**How the functional sets the size of an aluminium crystal**

Two sizes are worth remembering for aluminium. Changing the density functional can move the computed volume by nearly a tenth, which is about 3 % in length. Zero-point motion and warming to room temperature together add about 2 % to the volume of a static lattice. The choice of functional can therefore matter more than both.

GPAW 26.7.0, plane-wave PAW density-functional theory: fcc aluminium, one-atom primitive cell, relaxed with each functional. All runs use an 11 × 11 × 11 k mesh and Fermi–Dirac smearing of 0.05 eV, without spin polarisation or dispersion correction. Volume changes are relative to the starting cell of 16.60 Å³.

```
functional                                           potentials  wave cutoff  volume change (%)  relaxed length a (Å)
       LDA                 GPAW-PAW-data-sets-(gpaw-data-1.2.1)       600 eV             -4.460                 2.820
       PBE                 GPAW-PAW-data-sets-(gpaw-data-1.2.1)       600 eV             -0.260                 2.861
    PBEsol  PAW-data-sets-made-by gpaw-setup-for-the-functional       600 eV             -2.290                 2.841
    revPBE                 GPAW-PAW-data-sets-(gpaw-data-1.2.1)       600 eV              1.050                 2.873
      RPBE                 GPAW-PAW-data-sets-(gpaw-data-1.2.1)       600 eV              1.460                 2.877
      BLYP  PAW-data-sets-made-by gpaw-setup-for-the-functional       600 eV              4.780                 2.908
    PBEint  PAW-data-sets-made-by gpaw-setup-for-the-functional       510 eV             -1.420                 2.850
      SCAN                 GPAW-PAW-data-sets-(gpaw-data-1.2.1)       600 eV                  ?                     ?
```

The volume change is counted from one starting cell, the same for every row. The relaxed lengths are edges of the primitive cell, and multiplying them by $\sqrt2$ gives the familiar cubic edge.

**(a) Why does the volume grow from LDA through PBEsol and PBE to RPBE, and why does BLYP stand apart?**

*Solution.* LDA treats each small region as if it belonged to a uniform electron gas. The other functionals in the table also look at how quickly the density $n$ varies. They measure this by the reduced gradient

$$s=\frac{|\nabla n|}{2(3\pi^2)^{1/3}\,n^{4/3}},$$

which is small where the density is nearly flat and grows in the thin tails of atoms. At each point the LDA exchange energy is then multiplied by an enhancement factor $F$. In all of them except SCAN, which part (b) takes up, this factor depends on $s$ alone. It is 1 for a flat density and larger elsewhere.

Exchange energy is negative, so a larger $F$ lowers the energy of an uneven density. When the crystal expands, the ion cores keep their size while the electron density between them thins out and becomes more like atomic tails. Expansion thus makes the density less even, and a functional that rewards unevenness pushes the atoms apart. The lattice resists according to its stiffness, and for small shifts the added volume is proportional to the push.

The table does not measure the gradients, so this remains an argument, but it gives the right order. PBEsol starts its rise in $F$ with a coefficient of about 0.12, PBE with about 0.22, and their volumes lie 2.2 and 4.2 percentage points above that of LDA. PBEint starts like PBEsol, bends towards PBE at larger $s$, and lands between the two.

Exchange is not the whole account. The correlation parts of these functionals also respond to the gradient, and they work the other way. In PBE the two effects cancel by design where the density varies only gently. The push is therefore expected to come mainly from steeper places, such as the edges of the ion cores.

RPBE supplies a clean comparison. It shares its correlation part and its initial coefficient with PBE, and differs only in letting exchange rise faster towards the same upper limit. Its volume is nevertheless 1.7 points larger. The initial coefficient alone therefore does not settle the volume, because regions with a sizeable gradient count too.

BLYP does not fit this scheme. At moderate gradients its exchange enhancement is close to that of RPBE, yet its volume is another 3.3 points larger. The standard explanation is its correlation part, LYP, which does not reduce to the correct uniform-gas limit and binds simple metals too weakly. The table supports this only indirectly, since BLYP changes exchange and correlation together.

**(b) SCAN also uses the kinetic-energy density, which tells it what kind of bonding region it is in. Where should its volume lie?**

*Solution.* The valence electrons of aluminium resemble a uniform gas, so take the form that SCAN uses for such regions. There its exchange starts to rise as in PBEsol, but soon levels off. A simple expression with this behaviour is

$$F-1=\frac{\mu s^2}{1+\mu s^2/\kappa},$$

where $\mu$ is the initial coefficient and $\kappa$ is the ceiling of the enhancement. For SCAN, $\mu\approx0.12$ and $\kappa\approx0.065$, whereas the ceiling of PBEsol is about 0.80.

Let one typical gradient, $s=0.75$, stand for the whole crystal. Then $\mu s^2=0.12\times0.75^2=0.0675$, and dividing by $1+0.0675/0.065=2.04$ gives $F-1=0.033$. SCAN thus enhances exchange by about 3.3 %, roughly half of PBEsol's 6.2 %.

A straight line turns this into a volume. It was fitted to six rows: LDA, PBEsol, PBEint, PBE, revPBE and RPBE. BLYP was left out because of its correlation, and SCAN played no part in the fit. The estimate is

$$-4.74+48.6\times0.0331\approx-3.1\ \%.$$

The forecast is −3.1 %, with a range of ±1.5 percentage points, so from −4.6 to −1.6 %. The SCAN volume should be smaller than that of PBE, and more likely than not it lies between those of LDA and PBEsol.

The range is a judgement, and it has to be wide. The root-mean-square miss is about 0.5 points for the six fitted rows, and about 0.8 when each row in turn is left out of the fit. The model also gives only 0.4 points for the step from PBE to RPBE, where the calculation gives 1.7. A single gradient of 0.75 probably gives too little weight to steeper places, where these two functionals differ more.

The value of $s$ was chosen, not derived, and the choice was made with a rough prior idea that SCAN gives aluminium a smaller cell than PBE. If only the initial coefficient mattered, the forecast would be −1.7 %. If gradients twice as large were typical, it would be −4.1 %. The range covers both, and it leaves room for SCAN's own correlation part, for its response to the kinetic-energy density and for a potential that may not have been made for this functional.

**(c) Compare the forecast with the calculation. What does the comparison teach, and which functionals give a realistic density?**

The withheld rows as computed:

```
functional                            potentials  wave cutoff  volume change (%)  relaxed length a (Å)
      SCAN  GPAW-PAW-data-sets-(gpaw-data-1.2.1)       600 eV             -2.530                 2.839
```

*Solution.* The computed change is −2.5 %, inside the forecast range. The volume is smaller than with PBE and lies between those of LDA and PBEsol, as expected. The second statement holds only narrowly, because SCAN and PBEsol differ by a mere 0.24 points. The small pressures left when the two relaxations stopped would shift the volumes by less than 0.1 points, too little to close the gap. A numerical grid kept from an earlier step, or the different potentials, could still matter at that level.

The model put the volume 0.6 points too low. That is less than its typical miss of 0.8 points for a row left out of the fit, so no special cause is needed. One possible contribution is that the model used SCAN's uniform-gas form everywhere. Where the density is less like a uniform gas, SCAN can enhance exchange more or less strongly, and the model ignores this. No row separates that effect from the influence of SCAN's correlation part or of the potential.

The hit does not prove the model. Simply copying the PBEsol value would have come closer. The version that uses only the initial coefficient misses by 0.8 points in the other direction, which is hardly worse. The low ceiling of SCAN is thus a reasonable argument for a volume below PBEsol's, but this one result cannot confirm it.

The version with the larger typical gradient carries a useful warning. It follows the six fitted rows slightly better than the main model, yet it misses SCAN by 1.5 points, the largest miss of the three. Leaving out one row at a time already hinted at this weakness, with a typical miss of 1.1 points against 0.8 for the main model. SCAN has an ingredient that the fitted functionals lack, so a good fit to them is no guarantee for it.

For a realistic density, the zero of the scale needs care. The starting cell is close to that of the real metal at room temperature, whereas the computed volumes belong to a static lattice without heat or zero-point motion. In a phonon calculation with PBEint, these two effects together swell the cell by 2.2 % up to 300 K. That calculation used a small supercell, so the figure is approximate.

A good static result should therefore lie about 2 % below the start, if the swelling is similar for the other functionals. By that measure PBEsol and SCAN do well, and PBEint is within about a point. PBE, whose change of −0.3 % looks nearly perfect at first sight, would come out almost 2 % too large once this swelling is added. LDA would remain more than 2 % too small. Anyone who needs a density at room temperature should add this swelling before judging the functional.

A good volume does not vouch for other properties. The same SCAN run gave a negative shear constant, which would make the crystal unstable, whereas real aluminium is stable. The k mesh of the run is not converged for such responses, which may be the cause.

The printed output after this text gives the three fits with their overall errors, and the main model's value for each row.

Numerical output:

```
fit of volume_change on 6 rows (usual): constant -4.738 +/- 0.53, coefficient of ga 48.59 +/- 6.1; rms 0.492, worst PBE 0.729, leave-one-out rms 0.822
  rows outside the fit (model, value, miss): BLYP 0.6477, 4.78, -4.13; SCAN -3.13, -2.53, -0.6
fit of volume_change on 6 rows (usual): constant -4.891 +/- 0.47, coefficient of gb 15.98 +/- 1.7; rms 0.424, worst PBEsol 0.625, leave-one-out rms 1.08
  rows outside the fit (model, value, miss): BLYP 0.09743, 4.78, -4.68; SCAN -4.054, -2.53, -1.52
fit of volume_change on 6 rows (usual): constant -4.594 +/- 0.62, coefficient of mu 24.05 +/- 3.6; rms 0.586, worst PBE 0.957, leave-one-out rms 0.832
  rows outside the fit (model, value, miss): BLYP 1.899, 4.78, -2.88; SCAN -1.708, -2.53, 0.822
Volumes and main model:
     row  cubic edge (angstrom)  above LDA (points)  enhancement at s 0.75 (%)  model volume change (%)
     LDA                  3.988                   0                          0                   -4.738
     PBE                  4.046                 4.2                      10.72                   0.4687
  PBEsol                  4.018                2.17                      6.225                   -1.714
  revPBE                  4.063                5.51                      11.22                   0.7121
    RPBE                  4.069                5.92                      11.47                   0.8322
    BLYP                  4.113                9.24                      11.09                   0.6477
  PBEint                  4.031                3.04                      6.705                   -1.481
    SCAN                  4.015                1.93                      3.311                    -3.13
Forecast range for SCAN, lower end (%): -4.63
Forecast range for SCAN, upper end (%): -1.63
Computed step from PBE to RPBE (percentage points): 1.72
Main model's step from PBE to RPBE (percentage points): 0.3635
Computed step from PBEsol to PBEint (percentage points): 0.87
Computed step from RPBE to BLYP (percentage points): 3.32
Swelling of the PBEint cell from static to 300 K (%): 2.169
```
